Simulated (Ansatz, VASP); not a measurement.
## TiB2 (TiB2 strained to the junction's net): VASP beside Ansatz

One calculation is typed for both programs; each brings its own data sets. How far apart do they land? The structure shown is the end of the Ansatz relaxation below.

Main program and level: Ansatz 0.2.0; plane waves, with VASP 6.6.1 beside it; single point at PBE.

### Step 1. Starting point

The structure is hexagonal, space group P6/mmm (No. 191). The conventional cell has a = 3.062 Å, b = 3.062 Å, c = 3.210 Å, α = 90.00°, β = 90.00°, γ = 120.00°. Nearest to Ti lie 12 B at 2.39 Å. Nearest to B lie 3 B at 1.77 Å and 6 Ti at 2.39 Å. Farther neighbours are not listed.

### Step 2. Ansatz: relaxation, PBE

Ansatz runs on its default PAW (the set named soft_2) files.

This run makes the geometry at which the two programs are then compared.

input.yaml

```yaml
crystal:
  lattice:
    - [3.062, 0.0, 0.0]
    - [-1.531, 2.6517697864, 0.0]
    - [0.0, 0.0, 3.2061214521]
  atoms:
    - { symbol: Ti, position: [0.0, 0.0, 0.0] }
    - { symbol: B, position: [0.3333333333, 0.6666666667, 0.5] }
    - { symbol: B, position: [0.6666666667, 0.3333333333, 0.5] }
kpoints:
  mp_grid: { grid: [12, 12, 10] }
scf:
  occupations: { method: fermi_dirac, width: 0.1 }
  max_iter: 150
hamiltonian:
  xc: pbe
relax:
  f_tol: 0.01
  max_steps: 40
  cell: { fix: [a, b, angles] }
```

Command:

```console
$ ansatz run input.yaml --threads 4 --pin off --max-ram 16384MiB --backend cpu --events-out ev --progress --plain --runs-dir out
```

Numbers of over 12 decimals in the logs are rounded to 6 here.

The log of the run:

```text
Engine: ansatz 0.2.0, aarch64-unknown-linux-gnu
Pseudopotentials: kind: paw
Pseudopotential: Ti, paw, valence charge 12, recommended cutoff 420 eV (normal), Ti.paw.azcp
Pseudopotential: B, paw, valence charge 3, recommended cutoff 420 eV (normal), B.paw.azcp
Functional definition: PBE
  parameter kappa = 0.804
  parameter beta = 0.066725
  exchange = pbe_x(kappa = kappa, mu = beta*pi^2/3)
  correlation = pbe_c(beta = beta)
Crystal: 3 atoms, lattice volume = 26.033 Å³
Basis set: ecut = 420 eV, 503 PW (Γ), exchange–correlation on 48×48×48 points (8 copies of the dense FFT grid, shifted against one another)
Bands: 13, of which v1, the nominal top of the filled ones, is band 9 counted from 1 (8 counted from 0)
Symmetry: 24 space group operations
Space group: P6/mmm (ITA 191), of the structure as read, at distance tolerance 3.0e-5 Å
k-points: 114 of 1440
Non-local potential: Ti, projectors of the file, l = 0: 3, l = 1: 2, l = 2: 3, l = 3: 1
Non-local potential: B, projectors of the file, l = 0: 2, l = 1: 2, l = 2: 1
PAW form: soft (Blöchl's): semilocal exchange-correlation on the pseudo side does not see the compensation charge
PAW one-centre angular grid: Ti, 590 points (default); XC on 64 Gauss nodes
PAW one-centre angular grid: B, 110 points (default); XC on 64 Gauss nodes
Initial density: superposition of atomic densities (neutral atoms: chi_scale 0, normalization atom), corrected by the library's trained network
Initial wavefunctions: pseudopotential atomic-orbital guess
Functional: x = pbe(κ = 0.804, μ = 0.219515), c = pbe(β = 0.066725)
SCF iter   1: F=—  HF=-2814.691070 eV  |F-HF|=—  |Δ(HF+E_count)|=         —  Δρ=3.12e-3  dr2=2.05e-3  ethr=1.77e-3  ⟨swp⟩=4.4  Hψ=7262  notcnv=0
preconditioner: auto → none  [metal: Δε(μ)=0.034 eV  Ē_g=8.045 eV  σ=0.100 eV  W_gap=0.08  n_scr=8 (ndim 8)  ℏωp=23.0 eV  f_vac=0.000  D(μ)=0.38/eV (n_scr^D=0)  sad-step TF]
SCF iter   2: F=—  HF=-2814.690456 eV  |F-HF|=—  |Δ(HF+E_count)|=   6.14e-4  Δρ=1.71e-3  dr2=6.69e-4  ethr=1.14e-5  ⟨swp⟩=1.2  Hψ=2494  notcnv=0
SCF iter   3: F=—  HF=-2814.690327 eV  |F-HF|=—  |Δ(HF+E_count)|=   1.28e-4  Δρ=1.38e-4  dr2=4.77e-6  ethr=3.72e-6  ⟨swp⟩=2.5  Hψ=2124  notcnv=0
SCF iter   4: F=—  HF=-2814.690318 eV  |F-HF|=—  |Δ(HF+E_count)|=   9.11e-6  Δρ=3.03e-5  dr2=2.08e-7  ethr=2.65e-8  ⟨swp⟩=2.8  Hψ=2486  notcnv=0
iter 5 did not close the SCF: its close was put off for the readings that it lacked (scf_convergence_deferred on its scf_iter line)
SCF iter   5: F=-2814.690318 eV  HF=-2814.690318 eV  |F-HF|=1.17e-9  |Δ(HF+E_count)|=   2.94e-8  Δρ=3.65e-6  dr2=3.03e-9  ethr=1.16e-9  ⟨swp⟩=2.9  Hψ=2595  notcnv=0
SCF iter   6: F=-2814.690318 eV  HF=-2814.690318 eV  |F-HF|=1.09e-11  |Δ(HF+E_count)|=  2.34e-10  Δρ=5.51e-7  dr2=5.30e-11  ethr=1.69e-11  ⟨swp⟩=1.7  Hψ=4318  notcnv=0
SCF 1 converged in 6 iterations: F = -2814.690318 eV  dr2 = 5.30e-11
  greatest PAW one-centre occupation: 0.999 electrons in one spin orbital (limit 2), on the Ti atom at site 0 (counted from 0), in its partial waves of l = 0
relax step   1: F+E_penalty+E_count = -2814.69031819 eV  Δ(F+E_penalty+E_count) = +0.000e0 eV  max|allowed force component| = 2.405e-16 eV/Å  Δτ_max = 0.0000 Å  P = -3.967 GPa  Ω = 26.033 Å³  fix = [a, b, alpha, beta, gamma]  reactions: a -6.226, b -6.226 GPa  (6 SCF iters, dr2 threshold 1.00e-7 eV, accepted)
[...]
relax step   2: F+E_penalty+E_count = -2814.69033144 eV  Δ(F+E_penalty+E_count) = -1.325e-5 eV  max|allowed force component| = 1.850e-17 eV/Å  Δτ_max = 0.0000 Å  P = -4.238 GPa  Ω = 26.066 Å³  energy of the carried Pulay correction = -4.272e-5 eV  fix = [a, b, alpha, beta, gamma]  reactions: a -6.348, b -6.348 GPa  (6 SCF iters, dr2 threshold 3.00e-7 eV, accepted)
[...]
relax step   3: F+E_penalty+E_count = -2814.69037224 eV  Δ(F+E_penalty+E_count) = -4.080e-5 eV  max|allowed force component| = 2.467e-17 eV/Å  Δτ_max = 0.0000 Å  P = -4.236 GPa  Ω = 26.066 Å³  fix = [a, b, alpha, beta, gamma]  reactions: a -6.347, b -6.347 GPa  stress off target by 1.50e-2 GPa on what of the cell is left free  SCF on the basis re-selected at this cell (its energy is not comparable with the rows above)  (7 SCF iters)
basis re-selected at this cell: Δ(F+E_penalty+E_count) = -4.080e-5 eV, ΔP = +0.002 GPa vs the last step (what re-selecting the basis moved, of the pressure what is left beyond the Pulay correction that the steps carried, after the strain that the cell walked since its last selection, with what the two solves' SCF thresholds leave and, on support functions, any second-order correction that the steps lacked; it is no m [...]
SCF converged after 7 iterations
Free energy (F): -2814.690372 eV
Harris-Foulkes:  -2814.690372 eV  (|F-HF|=9.09e-13)
Internal energy: -2814.677511 eV  (E = F + TS)
E sigma→0 (E₀):  -2814.683942 eV
Entropy (-TS):   -0.012861 eV (-4.287 meV/atom)
Fermi energy:    14.920712 eV
--- Per-component energies (eV) ---
  E_band       = -97.923197
  E_kinetic    = 374.507035
  E_local      = -796.687553  (includes V_loc(G=0)·N_el)
  E_nonlocal   = 28.662352
  E_hartree    = 336.779877
  E_xc         = -164.641584
  E_vxc        = -202.200753  (∫ρ·V_xc dr)
  E_paw        = -1204.502812  (= ΣΔE_a)
  E_vpaw       = -175.764136  (= ΣTr[D̂ρ^β])
  E_aug_tail   = 0.000105  (compensation charges beyond the density's cutoff)
  E_ewald      = -1388.794930
  E_smearing   = -0.012861  (= −TS)
  E_closure    = 0.000000  (closes the sum)
  Σ components = -2814.690372   (vs F -2814.690372, Δ=0.00e0)
--- Forces (eV/Å), atoms counted from 1 ---
  atom   1  Ti     0.00000000    -0.00000000     0.00000000
  atom   2  B      0.00000000     0.00000000    -0.00000000
  atom   3  B      0.00000000    -0.00000000     0.00000000
  max |Σ_I F_I| component: 3.70e-17 eV/Å
--- Stress (GPa, compression-positive) ---
       -6.346705       0.000000      -0.000000
        0.000000      -6.346705       0.000000
       -0.000000       0.000000      -0.015035
  P = ⅓ Tr σ = -4.2361 GPa (-42.361 kbar)
--- Relaxed structure (2 steps of the walk, 2 accepted, 1 SCFs on fresh bases) ---
  F+E_penalty+E_count = -2814.69037224 eV   max|allowed force component| = 2.467e-17 eV/Å   (the final SCF, on the basis selected at the relaxed cell)
  cell:  # Å, volume = 26.0665 Å³
    - [3.062000, 0, 0]
    - [-1.531000, 2.651770, 0]
    - [0, 0, 3.210266]
  atoms:
    - { symbol: Ti, position: [0, 0, 0.0] }
    - { symbol: B, position: [0.333333, 0.666667, 0.500000] }
    - { symbol: B, position: [0.666667, 0.333333, 0.500000] }
```

### Step 3. VASP: single point, PBE

The same cell, functional, mesh and smearing now go to VASP, with its own data sets.

Lines of VASP's logs that name or quote its potential files are left out, and so is its time.

INCAR

```
SYSTEM = TiB2
PREC = Accurate
ENCUT = 500
EDIFF = 1E-06
NELM = 120
ISMEAR = -1
SIGMA = 0.1
LREAL = .FALSE.
ALGO = Normal
GGA = PE
NBANDS = 15
LASPH = .TRUE.
LORBIT = 11
LWAVE = .FALSE.
LCHARG = .FALSE.
ISIF = 2
GGA_COMPAT = .FALSE.
KPAR = 2
```

POSCAR

```
TiB2
1.0
    3.0620000000      0.0000000000      0.0000000000
   -1.5310000000      2.6517697864      0.0000000000
    0.0000000000      0.0000000000      3.2102659846
Ti B
1 2
Direct
    0.0000000000      0.0000000000      0.0000000000
    0.3333333333      0.6666666667      0.5000000000
    0.6666666667      0.3333333333      0.5000000000
```

KPOINTS

```
Automatic mesh
0
Gamma
12 12 10
0 0 0
```

PAW data sets: Ti_sv and B (PBE family, release 64).

Command:

```console
$ mpirun -np 2 vasp_std
```

The log of the run:

```text
[banner, memory and clock lines left out]
running    2 mpi-ranks, on    1 nodes
 distrk:  each k-point on    1 cores,    2 groups
 distr:  one band on    1 cores,    1 groups

 POSCAR found type information on POSCAR TiB
 POSCAR found :  2 types and       3 ions
 LDA part: xc-table for (Slater+PW92), standard interpolation
 POSCAR, INCAR and KPOINTS ok, starting setup
 FFT: planning ... GRIDC
 FFT: planning ... GRID_SOFT
 FFT: planning ... GRID
 WAVECAR not read
 entering main loop
       N       E                     dE             d eps       ncg     rms          rms(c)
DAV:   1     0.121722244192E+03    0.12172E+03   -0.89123E+03  3420   0.133E+03
DAV:   2    -0.216611465538E+02   -0.14338E+03   -0.13863E+03  3595   0.353E+02
DAV:   3    -0.292477943691E+02   -0.75866E+01   -0.74820E+01  4937   0.787E+01
DAV:   4    -0.294641329980E+02   -0.21634E+00   -0.21589E+00  4213   0.116E+01
DAV:   5    -0.294698647310E+02   -0.57317E-02   -0.57311E-02  4996   0.168E+00    0.164E+01
DAV:   6    -0.244311808590E+02    0.50387E+01   -0.21701E+01  4796   0.510E+01    0.372E+00
DAV:   7    -0.244262347213E+02    0.49461E-02   -0.12390E+00  3723   0.128E+01    0.325E+00
DAV:   8    -0.244283990697E+02   -0.21643E-02   -0.92315E-02  5667   0.265E+00    0.813E-01
DAV:   9    -0.244266811906E+02    0.17179E-02   -0.39056E-02  4249   0.262E+00    0.256E-01
DAV:  10    -0.244261012607E+02    0.57993E-03   -0.32679E-03  4384   0.721E-01    0.609E-02
DAV:  11    -0.244261385473E+02   -0.37287E-04   -0.45612E-04  4746   0.250E-01    0.650E-02
DAV:  12    -0.244261087448E+02    0.29802E-04   -0.13391E-04  3920   0.152E-01    0.135E-02
DAV:  13    -0.244261085676E+02    0.17723E-06   -0.53482E-06  4325   0.205E-02
   1 F= -.24426109E+02 E0= -.24419665E+02  d E =-.128868E-01
```

From OUTCAR (step 3):

```text
ion  position               nearest neighbor table
   1  0.000  0.000  0.000-   2 2.39   3 2.39   2 2.39   3 2.39   3 2.39   3 2.39   2 2.39   2 2.39
                             3 2.39   3 2.39   2 2.39   2 2.39
   2  0.333  0.667  0.500-   3 1.77   3 1.77   3 1.77   1 2.39   1 2.39   1 2.39   1 2.39   1 2.39
                             1 2.39
   3  0.667  0.333  0.500-   2 1.77   2 1.77   2 1.77   1 2.39   1 2.39   1 2.39   1 2.39   1 2.39
                             1 2.39

  LATTYP: Found a hexagonal cell.
 ALAT       =     3.0620000000
 C/A-ratio  =     1.0484212882

 Subroutine GETGRP returns: Found 24 space group operations
 (whereof 24 operations were pure point group operations)

The static configuration has the point symmetry D_6h.

 Found    114 irreducible k-points:

   k-points           NKPTS =    114   k-points in BZ     NKDIM =    114   number of bands    NBANDS=     15

   dimension x,y,z NGX =    24 NGY =   24 NGZ =   24
   dimension x,y,z NGXF=    48 NGYF=   48 NGZF=   48

   ENCUT  =  500.0 eV  36.75 Ry    6.06 a.u.   5.58  5.58  5.85*2*pi/ulx,y,z

   NELECT =      18.0000    total number of electrons

 k-points in reciprocal lattice and weights: Automatic mesh
   0.00000000  0.00000000  0.00000000       0.001
   0.08333333  0.00000000  0.00000000       0.004
   0.16666667  0.00000000  0.00000000       0.004
   0.25000000  0.00000000  0.00000000       0.004
   0.33333333  0.00000000  0.00000000       0.004
   0.41666667  0.00000000  0.00000000       0.004
   0.50000000  0.00000000  0.00000000       0.002
   0.08333333  0.08333333  0.00000000       0.004
   0.16666667  0.08333333  0.00000000       0.008
[...]
0.33333333  0.25000000  0.50000000       0.008
   0.33333333  0.33333333  0.50000000       0.001

 average (electrostatic) potential at core
       1 -71.1510       2 -22.5748       3 -22.5748

 E-fermi :   9.8293

 k-point     1 :       0.0000    0.0000    0.0000
  band No.  band energies     occupation
    ...
      5      -3.5687      2.00000
      6       7.1560      2.00000
      7       7.1560      2.00000
      8       7.6940      2.00000
      9       7.7973      2.00000
     10      11.6847      0.00000
     11      11.6847      0.00000
     12      13.5042      0.00000
     13      13.5042      0.00000
     14      15.3995      0.00000
    ...

 k-point     2 :       0.0833    0.0000    0.0000
  band No.  band energies     occupation
    ...
      5      -3.4375      2.00000
      6       6.7763      2.00000
      7       7.1338      2.00000
      8       7.5837      2.00000
      9       7.8567      2.00000
     10      11.6474      0.00000
     11      11.9181      0.00000
     12      12.9707      0.00000
     13      13.0541      0.00000
     14      15.9090      0.00000
    ...

 k-point     3 :       0.1667    0.0000    0.0000
  band No.  band energies     occupation
    ...
      5      -3.0511      2.00000
      6       5.8035      2.00000
      7       7.0553      2.00000
      8       7.3375      2.00000
      9       7.9880      2.00000
     10      11.5471      0.00000
     11      12.2300      0.00000
     12      12.4886      0.00000
     13      12.5131      0.00000
     14      16.4891      0.00000
    ...

  Total       -0.9936412     -0.9936412      0.0409908      0.0000000      0.0000000      0.0000000
  in kB      -61.0742539    -61.0742539      2.5195044      0.0000000      0.0000000      0.0000000
  external PRESSURE =     -39.8763345 kB  Pullay stress =       0.0000000 kB

  energy-cutoff  :      500.00
  volume of cell :       26.07
      direct lattice vectors                 reciprocal lattice vectors
     3.062000000  0.000000000  0.000000000     0.326583932  0.188553321  0.000000000
    -1.531000000  2.651769786  0.000000000     0.000000000  0.377106642  0.000000000
     0.000000000  0.000000000  3.210265985     0.000000000  0.000000000  0.311500668

 POSITION                                       TOTAL-FORCE (eV/Angst)
 -----------------------------------------------------------------------------------
      0.00000      0.00000      0.00000         0.000000      0.000000      0.000000
     -0.00000      1.76785      1.60513        -0.000000      0.000000     -0.000000
      1.53100      0.88392      1.60513        -0.000000     -0.000000      0.000000
 -----------------------------------------------------------------------------------
    total drift:                               -0.000000      0.000000      0.000000

  FREE ENERGIE OF THE ION-ELECTRON SYSTEM (eV)
  ---------------------------------------------------
  free  energy   TOTEN  =       -24.4261085676 eV

  energy  without entropy=      -24.4132217849  energy(sigma->0) =      -24.41966518

 total charge
# of ion       s       p       d       tot
------------------------------------------
    1        2.173   6.203   2.022  10.399
    2        0.680   1.302   0.000   1.982
    3        0.680   1.302   0.000   1.982
--------------------------------------------------
tot          3.533   8.807   2.022  14.362

[... 3 further parts left out ...]
```

The run ends at a pressure of -3.99 GPa.

### Step 4. Comparison

Known differences besides the potentials themselves: the cutoff is 420 eV in Ansatz and 500 eV in VASP; Ansatz's pressure holds a Pulay correction, VASP's none. Total energies have different zeros and are not compared.

The two programs side by side:

```csv
quantity,Ansatz,VASP,difference
pressure (GPa),-4.24,-3.99,-0.25
```

### Step 5. Summary of results

```yaml
difference_in_pressure_single_point_pbe: -0.25 GPa
```

The difference in pressure is -0.25 GPa (single point, PBE), within the 1 GPa picked in this series as the mark of a large difference. Such differences can come from data sets, numerical settings and the points named under the comparisons, not from the functional's error against experiment.

[Lines on the potential files, build, host, timing and source positions are cut from VASP's logs without a mark.]

[Logs are printed without paths, hosts, clocks, repeated set-up lines and the standing remarks that a program may print on its own settings, such as how far it seeks lower states.]

[Hosts, paths, dates, database ids (printed as entryN), source tags and the programs' standing remarks are cut or masked in the printed files.]
